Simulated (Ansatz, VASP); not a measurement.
# Pt (Pt wire along [110], 17 atoms a period) in two plane-wave programs

Aim: how closely do two programs agree when they are given the same cell, functional and k mesh? The structure shown is the start of the Ansatz relaxation below; VASP solves that cell, so the two are compared at the walk's first step.

Main program and level: Ansatz 0.2.0; plane waves, with VASP 6.6.1 beside it; single point at PBE.

### 1. The starting structure

The cell holds 17 atoms: 17 Pt. Its edges and angles: a = 14.740 Å, b = 15.222 Å, c = 2.807 Å, α = 90.0°, β = 90.0°, γ = 90.0°. Vacuum lies along a and b. The structure's axis is c.

### 2. Ansatz: relaxation, PBE

Ansatz runs on its PAW soft_1 files.

The two programs are compared at the cell with which this relaxation starts, whose forces are those of its first step.

Input file input.yaml:

```yaml
crystal:
  lattice:
    - [14.74, 0.0, 0.0]
    - [0.0, 15.222, 0.0]
    - [0.0, 0.0, 2.8072139213]
  atoms:
    - { symbol: Pt, position: [0.230664858, 0.684406438, 0.0] }
    - { symbol: Pt, position: [0.230664858, 0.499988233, 0.0] }
    - { symbol: Pt, position: [0.5, 0.684406438, 0.0] }
    - { symbol: Pt, position: [0.5, 0.499988233, 0.0] }
    - { symbol: Pt, position: [0.769335142, 0.684406438, 0.0] }
    - { symbol: Pt, position: [0.769335142, 0.499988233, 0.0] }
    - { symbol: Pt, position: [0.365332429, 0.223360925, 0.5] }
    - { symbol: Pt, position: [0.365332429, 0.40777913, 0.5] }
    - { symbol: Pt, position: [0.365332429, 0.592197336, 0.5] }
    - { symbol: Pt, position: [0.365332429, 0.776615541, 0.5] }
    - { symbol: Pt, position: [0.634667571, 0.223360925, 0.5] }
    - { symbol: Pt, position: [0.634667571, 0.40777913, 0.5] }
    - { symbol: Pt, position: [0.634667571, 0.592197336, 0.5] }
    - { symbol: Pt, position: [0.634667571, 0.776615541, 0.5] }
    - { symbol: Pt, position: [0.230664858, 0.315570028, 0.0] }
    - { symbol: Pt, position: [0.5, 0.315570028, 0.0] }
    - { symbol: Pt, position: [0.769335142, 0.315570028, 0.0] }
kpoints:
  mp_grid: { grid: [1, 1, 29] }
scf:
  occupations: { method: fermi_dirac, width: 0.05 }
hamiltonian:
  xc: pbe
  pseudopotentials: { kind: paw, azcp: { folder: soft_1 } }
relax:
  cell: { fix: [a, b, alpha, beta, gamma] }
  max_steps: 45
  f_tol: 0.03
```

Started as:

```bash
ansatz run input.yaml --threads 4 --pin off --max-ram 16384MiB --backend cpu --events-out ev --progress --plain --runs-dir out
```

Numbers of over 12 decimals in the logs are rounded to 6 here.

Log:

```text
Engine: ansatz 0.2.0, aarch64-unknown-linux-gnu
Pseudopotentials: kind: paw
Pseudopotential: Pt, paw, valence charge 18, recommended cutoff 420 eV (normal), soft_1/Pt.paw.azcp
Functional definition: PBE
  parameter kappa = 0.804
  parameter beta = 0.066725
  exchange = pbe_x(kappa = kappa, mu = beta*pi^2/3)
  correlation = pbe_c(beta = beta)
Crystal: 17 atoms, lattice volume = 629.861 Å³
Basis set: ecut = 420 eV, 12363 PW (Γ), exchange–correlation on 200×216×40 points (8 copies of the dense FFT grid, shifted against one another)
Bands: 184, of which v1, the nominal top of the filled ones, is band 153 counted from 1 (152 counted from 0)
Symmetry: 8 space group operations
Space group: Pmmm (ITA 47), of the structure as read, at distance tolerance 8.6e-5 Å
k-points: 15 of 29
Non-local potential: Pt, projectors of the file, l = 0: 3, l = 1: 2, l = 2: 2, l = 3: 1
PAW form: soft (Blöchl's): semilocal exchange-correlation on the pseudo side does not see the compensation charge
PAW one-centre angular grid: Pt, 590 points (default); XC on 64 Gauss nodes
Initial density: superposition of atomic densities (neutral atoms: chi_scale 0, normalization atom)
Initial wavefunctions: pseudopotential atomic-orbital guess
Functional: x = pbe(κ = 0.804, μ = 0.219515), c = pbe(β = 0.066725)
SCF iter   1: F=—  HF=-212913.095259 eV  |F-HF|=—  |Δ(HF+E_count)|=         —  Δρ=5.84e-2  dr2=3.75e1  ethr=3.10e-3  ⟨swp⟩=6.0  Hψ=9641  notcnv=0  defer=134
preconditioner: auto → LDOS  [metal: Δε(μ)=0.011 eV  Ē_g=6.277 eV  σ=0.050 eV  W_gap=0.05  n_scr=126 (ndim 8)  ℏωp=19.3 eV  f_vac=0.476  D(μ)=30.34/eV (n_scr^D=288)  β→1.0]
SCF iter   2: F=—  HF=-212911.857933 eV  |F-HF|=—  |Δ(HF+E_count)|=    1.24e0  Δρ=4.23e-2  dr2=1.73e1  ethr=3.10e-3  ⟨swp⟩=3.0  Hψ=7139  notcnv=0  defer=224
SCF iter   3: F=—  HF=-212907.849100 eV  |F-HF|=—  |Δ(HF+E_count)|=    4.01e0  Δρ=1.44e-2  dr2=3.58e0  ethr=3.10e-3  ⟨swp⟩=2.1  Hψ=5401  notcnv=0  defer=234
SCF iter   4: F=—  HF=-212907.521317 eV  |F-HF|=—  |Δ(HF+E_count)|=   3.28e-1  Δρ=4.71e-3  dr2=5.68e-1  ethr=1.17e-3  ⟨swp⟩=2.0  Hψ=4393  notcnv=0  defer=234
SCF iter   5: F=—  HF=-212907.478961 eV  |F-HF|=—  |Δ(HF+E_count)|=   4.24e-2  Δρ=1.80e-3  dr2=4.74e-2  ethr=1.86e-4  ⟨swp⟩=2.0  Hψ=3956  notcnv=0  defer=234
SCF iter   6: F=—  HF=-212907.476551 eV  |F-HF|=—  |Δ(HF+E_count)|=   2.41e-3  Δρ=7.76e-4  dr2=8.22e-3  ethr=1.55e-5  ⟨swp⟩=2.0  Hψ=3947  notcnv=0  defer=234
SCF iter   7: F=—  HF=-212907.476044 eV  |F-HF|=—  |Δ(HF+E_count)|=   5.07e-4  Δρ=4.28e-4  dr2=2.88e-3  ethr=2.69e-6  ⟨swp⟩=2.1  Hψ=3490  notcnv=0  defer=229
SCF iter   8: F=—  HF=-212907.475981 eV  |F-HF|=—  |Δ(HF+E_count)|=   6.33e-5  Δρ=1.85e-4  dr2=6.29e-4  ethr=9.41e-7  ⟨swp⟩=1.6  Hψ=2642  notcnv=0  defer=229
SCF iter   9: F=—  HF=-212907.475933 eV  |F-HF|=—  |Δ(HF+E_count)|=   4.74e-5  Δρ=7.63e-5  dr2=8.67e-5  ethr=2.05e-7  ⟨swp⟩=2.1  Hψ=3815  notcnv=0  defer=229
SCF iter  10: F=—  HF=-212907.475326 eV  |F-HF|=—  |Δ(HF+E_count)|=   6.07e-4  Δρ=3.89e-5  dr2=1.89e-5  ethr=2.83e-8  ⟨swp⟩=2.0  Hψ=3323  notcnv=0  defer=229
SCF iter  11: F=—  HF=-212907.475327 eV  |F-HF|=—  |Δ(HF+E_count)|=   1.24e-6  Δρ=1.45e-5  dr2=3.84e-6  ethr=6.19e-9  ⟨swp⟩=2.0  Hψ=3376  notcnv=0  defer=229
SCF iter  12: F=—  HF=-212907.475327 eV  |F-HF|=—  |Δ(HF+E_count)|=   1.90e-7  Δρ=5.99e-6  dr2=5.75e-7  ethr=1.25e-9  ⟨swp⟩=2.1  Hψ=3209  notcnv=0  defer=229
SCF iter  13: F=—  HF=-212907.475327 eV  |F-HF|=—  |Δ(HF+E_count)|=   1.12e-8  Δρ=2.60e-6  dr2=1.37e-7  ethr=1.88e-10  ⟨swp⟩=2.1  Hψ=3382  notcnv=0  defer=229
SCF iter  14: F=-212907.475327 eV  HF=-212907.475327 eV  |F-HF|=1.94e-8  |Δ(HF+E_count)|=   4.63e-9  Δρ=1.14e-6  dr2=2.42e-8  ethr=3.27e-11  ⟨swp⟩=4.0  Hψ=7926  notcnv=0
SCF 1 converged in 14 iterations: F = -212907.475327 eV  dr2 = 2.42e-8
  greatest PAW one-centre occupation: 1.000 electrons in one spin orbital (limit 2), on the Pt atom at site 3 (counted from 0), in its partial waves of l = 0
relax step   1: F+E_penalty+E_count = -212907.47532700 eV  Δ(F+E_penalty+E_count) = +0.000e0 eV  max|allowed force component| = 9.132e-1 eV/Å  Δτ_max = 0.0000 Å  P = -4.852 GPa  Ω = 629.861 Å³  fix = [a, b, alpha, beta, gamma]  reactions: a -2.998, b -4.005 GPa  (14 SCF iters, dr2 threshold 1.00e-7 eV, accepted)
[...]
relax step   6: F+E_penalty+E_count = -212908.96701118 eV  Δ(F+E_penalty+E_count) = -2.372e-2 eV  max|allowed force component| = 8.532e-2 eV/Å  Δτ_max = 0.0929 Å  P = -0.068 GPa  Ω = 600.376 Å³  energy of the carried Pulay correction = +5.566e-3 eV  fix = [a, b, alpha, beta, gamma]  reactions: a -0.080, b -0.186 GPa  (9 SCF iters, dr2 threshold 1.16e-6 eV, accepted)
[...]
relax step   7: F+E_penalty+E_count = -212908.96958367 eV  Δ(F+E_penalty+E_count) = -2.572e-3 eV  max|allowed force component| = 2.174e-2 eV/Å  Δτ_max = 0.0234 Å  P = -0.053 GPa  Ω = 600.720 Å³  energy of the carried Pulay correction = +5.500e-3 eV  fix = [a, b, alpha, beta, gamma]  reactions: a -0.027, b -0.123 GPa  (8 SCF iters, dr2 threshold 4.55e-7 eV, accepted)
[...]
relax step   8: F+E_penalty+E_count = -212908.96180934 eV  Δ(F+E_penalty+E_count) = +7.774e-3 eV  max|allowed force component| = 2.198e-2 eV/Å  Δτ_max = 0.0000 Å  P = -0.041 GPa  Ω = 600.720 Å³  fix = [a, b, alpha, beta, gamma]  reactions: a -0.018, b -0.114 GPa  stress off target by 9.68e-3 GPa on what of the cell is left free  SCF on the basis re-selected at this cell (its energy is not comparable with the rows above)  (8 SCF iters)
basis re-selected at this cell: Δ(F+E_penalty+E_count) = +7.774e-3 eV, ΔP = +0.013 GPa vs the last step (what re-selecting the basis moved, of the pressure what is left beyond the Pulay correction that the steps carried, after the strain that the cell walked since its last selection, with what the two solves' SCF thresholds leave and, on support functions, any second-order correction that the steps lacked; it is no measure of the basis error at this ecutwfc). The dense FFT grid was sized anew with the basis: this SCF ran on 100×108×18 points, the steps before it on 100×108×20, so part of this shift can come from that change (see relax.cell in the input reference). [rest of the remark cut]
SCF converged after 8 iterations
Free energy (F): -212908.961809 eV
Harris-Foulkes:  -212908.961809 eV  (|F-HF|=0.00e0)
Internal energy: -212908.736373 eV  (E = F + TS)
E sigma→0 (E₀):  -212908.849091 eV
Entropy (-TS):   -0.225436 eV (-13.261 meV/atom)
Fermi energy:    6.757266 eV
--- Per-component energies (eV) ---
  E_band       = -7111.847137
  E_kinetic    = 10139.160531
  E_local      = -177429.664929  (includes V_loc(G=0)·N_el)
  E_nonlocal   = 3470.228959
  E_hartree    = 83352.596634
  E_xc         = -3934.082792
  E_vxc        = -4591.173949  (∫ρ·V_xc dr)
  E_paw        = -161229.078394  (= ΣΔE_a)
  E_vpaw       = -5405.609618  (= ΣTr[D̂ρ^β])
  E_aug_tail   = 0.018790  (compensation charges beyond the density's cutoff)
  E_ewald      = 32722.084827
  E_smearing   = -0.225436  (= −TS)
  E_closure    = -0.000000  (closes the sum)
  Σ components = -212908.961809   (vs F -212908.961809, Δ=0.00e0)
--- Forces (eV/Å), atoms counted from 1 ---
  atom   1  Pt     0.01006563    -0.00354159     0.00000000
  atom   2  Pt    -0.02197863     0.00000000     0.00000000
  atom   3  Pt     0.00000000    -0.01063004     0.00000000
  atom   4  Pt    -0.00000000     0.00000000     0.00000000
  atom   5  Pt    -0.01006563    -0.00354159     0.00000000
  atom   6  Pt     0.02197863     0.00000000     0.00000000
  atom   7  Pt    -0.01369181     0.01117988     0.00000000
  atom   8  Pt     0.00755702    -0.01413737     0.00000000
  atom   9  Pt     0.00755702     0.01413737     0.00000000
  atom  10  Pt    -0.01369181    -0.01117988     0.00000000
  atom  11  Pt     0.01369181     0.01117988     0.00000000
  atom  12  Pt    -0.00755702    -0.01413737     0.00000000
  atom  13  Pt    -0.00755702     0.01413737     0.00000000
  atom  14  Pt     0.01369181    -0.01117988     0.00000000
  atom  15  Pt     0.01006563     0.00354159     0.00000000
  atom  16  Pt     0.00000000     0.01063004     0.00000000
  atom  17  Pt    -0.01006563     0.00354159     0.00000000
  max |Σ_I F_I| component: 3.47e-18 eV/Å
--- Stress (GPa, compression-positive) ---
       -0.017608       0.000000       0.000000
        0.000000      -0.113600       0.000000
        0.000000       0.000000       0.009678
  P = ⅓ Tr σ = -0.0405 GPa (-0.405 kbar)
--- Relaxed structure (7 steps of the walk, 7 accepted, 1 SCFs on fresh bases) ---
  F+E_penalty+E_count = -212908.96180934 eV   max|allowed force component| = 2.198e-2 eV/Å   (the final SCF, on the basis selected at the relaxed cell)
  cell:  # Å, volume = 600.7197 Å³
    - [14.74, 0.0, 0.0]
    - [0.0, 15.222, 0.0]
    - [0.0, 0.0, 2.677335]
  atoms:
    - { symbol: Pt, position: [0.222232, 0.671317, 0.0] }
    - { symbol: Pt, position: [0.225091, 0.499988, 0.0] }
    - { symbol: Pt, position: [0.5, 0.715310, 0.0] }
    - { symbol: Pt, position: [0.5, 0.499988, 0.0] }
    - { symbol: Pt, position: [0.777768, 0.671317, 0.0] }
    - { symbol: Pt, position: [0.774909, 0.499988, 0.0] }
    - { symbol: Pt, position: [0.350094, 0.235256, 0.5] }
    - { symbol: Pt, position: [0.368883, 0.410348, 0.5] }
    - { symbol: Pt, position: [0.368883, 0.589629, 0.5] }
    - { symbol: Pt, position: [0.350094, 0.764720, 0.5] }
    - { symbol: Pt, position: [0.649906, 0.235256, 0.5] }
    - { symbol: Pt, position: [0.631117, 0.410348, 0.5] }
    - { symbol: Pt, position: [0.631117, 0.589629, 0.5] }
    - { symbol: Pt, position: [0.649906, 0.764720, 0.5] }
    - { symbol: Pt, position: [0.222232, 0.328660, 0.0] }
    - { symbol: Pt, position: [0.5, 0.284666, 0.0] }
    - { symbol: Pt, position: [0.777768, 0.328660, 0.0] }
```

(Part 1 of 2 ends here.)

[Lines on the potential files, build, host, timing and source positions are cut from VASP's logs without a mark.]

[Logs are printed without paths, hosts, clocks, repeated set-up lines and the standing remarks that a program may print on its own settings, such as how far it seeks lower states.]

[Hosts, paths, dates, database ids (printed as entryN), source tags and the programs' standing remarks are cut or masked in the printed files.]
